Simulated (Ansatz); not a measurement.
Input and command of a plane-wave DFT calculation in Ansatz:

```yaml
crystal:
  lattice:
    - [-3.121357764, 0.0, 0.0]
    - [0.0, -3.121357764, 0.0]
    - [0.0, 0.0, 17.0962082954]
  atoms:
    - { symbol: Al, position: [0.5, 0.5, 0.4478912744] }
    - { symbol: Al, position: [1.0, 1.0, 0.2015470557] }
    - { symbol: Al, position: [0.5, 0.5, 0.9405797116] }
    - { symbol: Al, position: [1.0, 1.0, 0.694235493] }
    - { symbol: Al, position: [0.0, 0.0, 0.0447971629] }
    - { symbol: Al, position: [0.5, 0.5, 0.7838298187] }
    - { symbol: Al, position: [0.0, 0.0, 0.5374856001] }
    - { symbol: Al, position: [0.5, 0.5, 0.2911413815] }
    - { symbol: Ru, position: [0.0, 0.0, 0.3695163279] }
    - { symbol: Ru, position: [0.5, 0.5, 0.1231721093] }
    - { symbol: Ru, position: [0.0, 0.0, 0.8622047652] }
    - { symbol: Ru, position: [0.5, 0.5, 0.6158605465] }
basis:
  ecutwfc: 420
kpoints:
  mp_grid: { grid: [15, 15, 3] }
hamiltonian:
  xc: pbesol
scf:
  occupations: { method: gaussian, width: 0.15 }
output:
  forces: true
  stress: true
  eigenvalues: true
```

```bash
ansatz run input.yaml --threads 2 --pin off --max-ram 5120MiB --backend cpu --events-out ev --progress --plain --runs-dir out
```

Processor: Intel(R) Xeon(R) Platinum 8488C (Sapphire Rapids), 2 threads, on a host shared with other jobs.

Problem. How long does it run, and how much memory does it take?

Solution. About 12 s on 2 threads of Intel(R) Xeon(R) Platinum 8488C (Sapphire Rapids) (shared host), peak memory 0.81 GiB. It solves 56 bands at 72 k points (the mesh reduced by symmetry) with about 3297 plane waves, in 7 SCF iterations.
